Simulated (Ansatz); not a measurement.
# Hg (I4/mmm) in Ansatz: notebook

Runs on Hg. Level: PBE. Tasks: single point.

Program: Ansatz 0.2.0. These are calculated values, not measurements. Logs are shortened: lines on timing, memory, paths and dates and some standing lists are left out, and cuts for length are marked.

## 1. The structure

The structure is tetragonal, space group I4/mmm (No. 139). The conventional cell has a = 3.753 Å, b = 3.753 Å, c = 3.834 Å, α = 90.00°, β = 90.00°, γ = 90.00°. Hg (site symmetry 4/mmm) is surrounded by 12 Hg at 3.27 to 3.75 Å.

## 2. Single point, PBE, 25.39 Å³/atom (volume scaled by 0.94)

File input.yaml:

```yaml
crystal:
  lattice:
    - [-1.8384249418, 1.8384249418, 1.8777145925]
    - [1.8384249418, -1.8384249418, 1.8777145925]
    - [1.8384249418, 1.8384249418, -1.8777145925]
  atoms:
    - { symbol: Hg, position: [0.5, 0.5, 0.0] }
kpoints:
  mp_grid: { grid: [10, 10, 10] }
scf:
  occupations: { method: fermi_dirac, width: 0.05 }
hamiltonian:
  xc: pbe
  pseudopotentials: { kind: all_electron, lapw: { basis_error: 0.0005 } }
output:
  forces: true
  stress: true
  eigenvalues: true
```

Potentials or basis: all-electron LAPW, scalar-relativistic.

Command:

```sh
$ ansatz run input.yaml --threads 1 --pin off --max-ram 2560MiB --backend cpu --events-out ev --progress --plain --runs-dir out
```

The program printed:

```text
Warning: RAYON_NUM_THREADS=1 ignored (pool sized by the plan → 1); use --threads N
LAPW: plane waves up to 7.400 Å⁻¹, error target 5.0e-4 eV per atom; small_component_spin mean_spin; Hg in spheres of 1.604 Å, 34 of its electrons in bands, Dirac shells [] (how accurate: hamiltonian.pseudopotentials.lapw.basis_error, Limitations)
Engine: ansatz 0.2.0, aarch64-unknown-linux-gnu
Pseudopotentials: kind: all_electron
Pseudopotential: Hg, LAPW, valence charge 34, lapw/all_electron/scalar/gaussian/Hg, Koelling and Harmon's equation, gaussian nucleus
Functional definition: PBE
  parameter kappa = 0.804
  parameter beta = 0.06672455060314922
  exchange = pbe_x(kappa = kappa, mu = beta*pi^2/3)
  correlation = pbe_c(beta = beta)
Crystal: 1 atoms, lattice volume = 25.385 Å³
Basis set: ecut = 208.63947403383594 eV, 177 PW (Γ), exchange–correlation at level 2
Bands: 21, of which v1, the nominal top of the filled ones, is band 17 counted from 1 (16 counted from 0)
Symmetry: 16 space group operations
Space group: I4/mmm (ITA 139), of the structure as read, at distance tolerance 2.9e-5 Å
k-points: 102 of 1000
Non-local potential: Hg, projectors of the file, none
Initial density: superposition of atomic densities (chi_scale 0.1, normalization cell)
Initial wavefunctions: plane waves of lowest kinetic energy (no species holds an atomic orbital)
Functional: x = pbe(κ = 0.804, μ = 0.2195149727645171), c = pbe(β = 0.06672455060314922)
iter 1 solved again at ethr=2.38e-5 eV; its pass at ethr=1.00e-1 eV (dr2=8.09e-3 eV) is discarded
SCF iter   1: F=—  HF=-533829.849031 eV  |F-HF|=—  |Δ(HF+E_count)|=         —  Δρ=6.48e-3  dr2=8.16e-3  ethr=2.38e-5  ⟨swp⟩=3.5  Hψ=14263  notcnv=0
preconditioner: auto → Kerker (q_TF=auto, 2.864 Å⁻¹)  [metal: Δε(μ)=0.095 eV  Ē_g=14.400 eV  σ=0.050 eV  W_gap=0.41  n_scr=12 (ndim 8)  ℏωp=25.5 eV  f_vac=0.096  D(μ)=0.24/eV (n_scr^D=0)]
SCF iter   2: F=—  HF=-533829.825820 eV  |F-HF|=—  |Δ(HF+E_count)|=   2.32e-2  Δρ=3.02e-3  dr2=2.19e-3  ethr=2.38e-5  ⟨swp⟩=2.1  Hψ=6462  notcnv=0
SCF iter   3: F=—  HF=-533829.824940 eV  |F-HF|=—  |Δ(HF+E_count)|=   8.80e-4  Δρ=2.46e-3  dr2=1.62e-3  ethr=6.44e-6  ⟨swp⟩=2.0  Hψ=6369  notcnv=0
SCF iter   4: F=—  HF=-533829.825112 eV  |F-HF|=—  |Δ(HF+E_count)|=   1.72e-4  Δρ=1.27e-3  dr2=5.51e-4  ethr=4.77e-6  ⟨swp⟩=2.0  Hψ=6373  notcnv=0
SCF iter   5: F=—  HF=-533829.825354 eV  |F-HF|=—  |Δ(HF+E_count)|=   2.42e-4  Δρ=6.16e-4  dr2=1.48e-4  ethr=1.62e-6  ⟨swp⟩=2.2  Hψ=6393  notcnv=0
iter 6 solved again at ethr=9.02e-9 eV; its pass at ethr=4.35e-7 eV (dr2=3.07e-6 eV) is discarded
SCF iter   6: F=—  HF=-533829.825420 eV  |F-HF|=—  |Δ(HF+E_count)|=   6.60e-5  Δρ=1.29e-4  dr2=3.07e-6  ethr=9.02e-9  ⟨swp⟩=2.0  Hψ=10872  notcnv=0
SCF iter   7: F=—  HF=-533829.825423 eV  |F-HF|=—  |Δ(HF+E_count)|=   2.87e-6  Δρ=2.87e-5  dr2=1.28e-7  ethr=9.02e-9  ⟨swp⟩=3.0  Hψ=6489  notcnv=0
SCF iter   8: F=-533829.825423 eV  HF=-533829.825423 eV  |F-HF|=4.07e-9  |Δ(HF+E_count)|=   2.50e-7  Δρ=3.47e-6  dr2=1.96e-9  ethr=3.76e-10  ⟨swp⟩=3.0  Hψ=6726  notcnv=0
SCF 1 converged in 8 iterations: F = -533829.825423 eV  dr2 = 1.96e-9
SCF converged after 8 iterations
Free energy (F): -533829.825423 eV
Harris-Foulkes:  -533829.825423 eV  (|F-HF|=4.07e-9)
Internal energy: -533829.823292 eV  (E = F + TS)
E sigma→0 (E₀):  -533829.824358 eV
Entropy (-TS):   -0.002132 eV (-2.132 meV/atom)
Fermi energy:    16.359351 eV
--- Per-component energies (eV) ---
  E_band       = -1418.700787
  E_kinetic    = 610732.381489
  E_xc         = -10135.408544
  E_electrostatic = -1134426.796237  (all electrons and nuclei)
  E_smearing   = -0.002132  (= −TS)
  E_closure    = 0.000000  (closes the sum)
  E_atoms      = -533829.672411  (free atoms, spherical and without spin; not in F)
  Σ components = -533829.825423   (vs F -533829.825423, Δ=0.00e0)
  Basis errors (estimates in eV, not in F): energy 1.4e-4 per atom: plane waves 1.4e-4 (7.0e-5 summed), levels above the bands 9.5e-89, relativity 5.3e-9, radial functions 2.3e-6, core shells 1.1e-7; eigenvalues (radial functions only) 3.5e-5; not estimated: angular momenta, meshes, grids; target (lapw.basis_error) 5.0e-4; muffin-tin radii Hg 1.604 Å
--- Forces (eV/Å), atoms counted from 1 ---
  atom   1  Hg    -0.00000000     0.00000000     0.00000000
  max |Σ_I F_I| component: 7.89e-31 eV/Å
--- Stress (GPa, compression-positive) ---
        2.538559       0.000000      -0.000000
        0.000000       2.538559      -0.000000
       -0.000000      -0.000000       3.215834
  P = ⅓ Tr σ = 2.7643 GPa (27.643 kbar)
--- Band table (eV; the first three rows and the last of 102) ---
  k-point 0: bands = ["-98.2197", "-76.1956", "-76.1944", "-76.1944", "-76.1944", "-76.1934", "-76.1933", "-76.1933", "-46.6501", "-46.6501", "-46.6492", "7.9107", "9.4675", "9.4675", "9.5187", "10.2328", "10.2884", "30.5071", "30.7465", "30.7465", "31.4543"]
  k-point 1: bands = ["-98.2197", "-76.1956", "-76.1944", "-76.1944", "-76.1944", "-76.1934", "-76.1934", "-76.1933", "-46.6527", "-46.6503", "-46.6501", "8.1645", "9.4262", "9.5362", "9.5807", "10.2389", "10.2492", "29.1343", "30.0614", "30.4985", "30.5817"]
  k-point 2: bands = ["-98.2194", "-76.1956", "-76.1944", "-76.1944", "-76.1944", "-76.1934", "-76.1934", "-76.1933", "-46.6595", "-46.6531", "-46.6500", "8.7524", "9.3198", "9.7293", "9.8917", "10.1898", "10.2567", "25.2867", "28.4455", "28.6461", "30.2952"]
  k-point 101: bands = ["-98.2181", "-76.1957", "-76.1944", "-76.1943", "-76.1943", "-76.1934", "-76.1934", "-76.1934", "-46.6722", "-46.6720", "-46.6720", "8.8748", "8.8785", "10.6786", "10.6990", "10.6990", "19.0881", "19.8521", "20.3112", "20.3112", "26.0177"]
```

It took 14 s on 1 thread of Arm Neoverse V1, shared host; peak memory 0.31 GiB.

Results:

* Free energy: -533829.8254 eV
* Pressure: 2.8 GPa
* Band gap on the k mesh: none (metal or under the smearing width)

## 3. Single point, PBE, 25.93 Å³/atom (volume scaled by 0.96)

Changes to input.yaml since step 2:

```diff
@@ -2,5 +2,5 @@
   lattice:
-    - [-1.8384249418, 1.8384249418, 1.8777145925]
-    - [1.8384249418, -1.8384249418, 1.8777145925]
-    - [1.8384249418, 1.8384249418, -1.8777145925]
+    - [-1.8513720229, 1.8513720229, 1.8909383704]
+    - [1.8513720229, -1.8513720229, 1.8909383704]
+    - [1.8513720229, 1.8513720229, -1.8909383704]
   atoms:
```

Potentials or basis: all-electron LAPW, scalar-relativistic.

Command:

```sh
$ ansatz run input.yaml --threads 1 --pin off --max-ram 2560MiB --backend cpu --events-out ev --progress --plain --runs-dir out
```

Wall time 14 s (1 thread of Arm Neoverse V1, shared host); peak memory 0.31 GiB.

It converged, with:

```yaml
Free_energy: -533829.8337 eV
Pressure: 2.2 GPa
Band_gap_on_the_k_mesh: none (metal or under the smearing width)
```

## 4. Single point, PBE, 26.47 Å³/atom (volume scaled by 0.98)

Changes to input.yaml since step 3:

```diff
@@ -2,5 +2,5 @@
   lattice:
-    - [-1.8513720229, 1.8513720229, 1.8909383704]
-    - [1.8513720229, -1.8513720229, 1.8909383704]
-    - [1.8513720229, 1.8513720229, -1.8909383704]
+    - [-1.8641405093, 1.8641405093, 1.9039797368]
+    - [1.8641405093, -1.8641405093, 1.9039797368]
+    - [1.8641405093, 1.8641405093, -1.9039797368]
   atoms:
```

Command:

```sh
$ ansatz run input.yaml --threads 1 --pin off --max-ram 2560MiB --backend cpu --events-out ev --progress --plain --runs-dir out
```

Wall time 14 s (1 thread of Arm Neoverse V1, shared host); peak memory 0.31 GiB.

Results (log left out):

* Free energy: -533829.8403 eV
* Pressure: 1.8 GPa
* Band gap on the k mesh: none (metal or under the smearing width)

## 5. Single point, PBE, 27.01 Å³/atom

Changes to input.yaml since step 4:

```diff
@@ -2,5 +2,5 @@
   lattice:
-    - [-1.8641405093, 1.8641405093, 1.9039797368]
-    - [1.8641405093, -1.8641405093, 1.9039797368]
-    - [1.8641405093, 1.8641405093, -1.9039797368]
+    - [-1.8767364354, 1.8767364354, 1.916844855]
+    - [1.8767364354, -1.8767364354, 1.916844855]
+    - [1.8767364354, 1.8767364354, -1.916844855]
   atoms:
```

Command:

```sh
$ ansatz run input.yaml --threads 1 --pin off --max-ram 2560MiB --backend cpu --events-out ev --progress --plain --runs-dir out
```

Wall time 13 s (1 thread of Arm Neoverse V1, shared host); peak memory 0.31 GiB.

The run converged. Its results:

| Property | Result |
| --- | --- |
| Free energy | -533829.8456 eV |
| Pressure | 1.4 GPa |
| Band gap on the k mesh | none (metal or under the smearing width) |

## 6. Single point, PBE, 27.55 Å³/atom (volume scaled by 1.02)

Changes to input.yaml since step 5:

```diff
@@ -2,5 +2,5 @@
   lattice:
-    - [-1.8767364354, 1.8767364354, 1.916844855]
-    - [1.8767364354, -1.8767364354, 1.916844855]
-    - [1.8767364354, 1.8767364354, -1.916844855]
+    - [-1.8891655157, 1.8891655157, 1.9295395617]
+    - [1.8891655157, -1.8891655157, 1.9295395617]
+    - [1.8891655157, 1.8891655157, -1.9295395617]
   atoms:
```

Potentials or basis: all-electron LAPW, scalar-relativistic.

Command:

```sh
$ ansatz run input.yaml --threads 1 --pin off --max-ram 2560MiB --backend cpu --events-out ev --progress --plain --runs-dir out
```

It took 12 s on 1 thread of Arm Neoverse V1, shared host; peak memory 0.3 GiB.

It converged, with:

```
Free energy            : -533829.8498 eV
Pressure               : 1.1 GPa
Band gap on the k mesh : none (metal or under the smearing width)
```

## 7. Single point, PBE, 28.09 Å³/atom (volume scaled by 1.04)

Changes to input.yaml since step 6:

```diff
@@ -2,5 +2,5 @@
   lattice:
-    - [-1.8891655157, 1.8891655157, 1.9295395617]
-    - [1.8891655157, -1.8891655157, 1.9295395617]
-    - [1.8891655157, 1.8891655157, -1.9295395617]
+    - [-1.901433168, 1.901433168, 1.9420693905]
+    - [1.901433168, -1.901433168, 1.9420693905]
+    - [1.901433168, 1.901433168, -1.9420693905]
   atoms:
```

Command:

```sh
$ ansatz run input.yaml --threads 1 --pin off --max-ram 2560MiB --backend cpu --events-out ev --progress --plain --runs-dir out
```

Wall time 13 s (1 thread of Arm Neoverse V1, shared host); peak memory 0.31 GiB.

It converged, with:

| Item | Value |
| --- | --- |
| Free energy | -533829.8527 eV |
| Pressure | 0.7 GPa |
| Band gap on the k mesh | none (metal or under the smearing width) |

## 8. Single point, PBE, 28.63 Å³/atom (volume scaled by 1.06)

Changes to input.yaml since step 7:

```diff
@@ -2,5 +2,5 @@
   lattice:
-    - [-1.901433168, 1.901433168, 1.9420693905]
-    - [1.901433168, -1.901433168, 1.9420693905]
-    - [1.901433168, 1.901433168, -1.9420693905]
+    - [-1.9135445338, 1.9135445338, 1.9544395928]
+    - [1.9135445338, -1.9135445338, 1.9544395928]
+    - [1.9135445338, 1.9135445338, -1.9544395928]
   atoms:
```

Command:

```sh
$ ansatz run input.yaml --threads 1 --pin off --max-ram 2560MiB --backend cpu --events-out ev --progress --plain --runs-dir out
```

It took 13 s on 1 thread of Arm Neoverse V1, shared host; peak memory 0.31 GiB.

It converged, with:

- Free energy: -533829.8547 eV
- Pressure: 0.4 GPa
- Band gap on the k mesh: none (metal or under the smearing width)
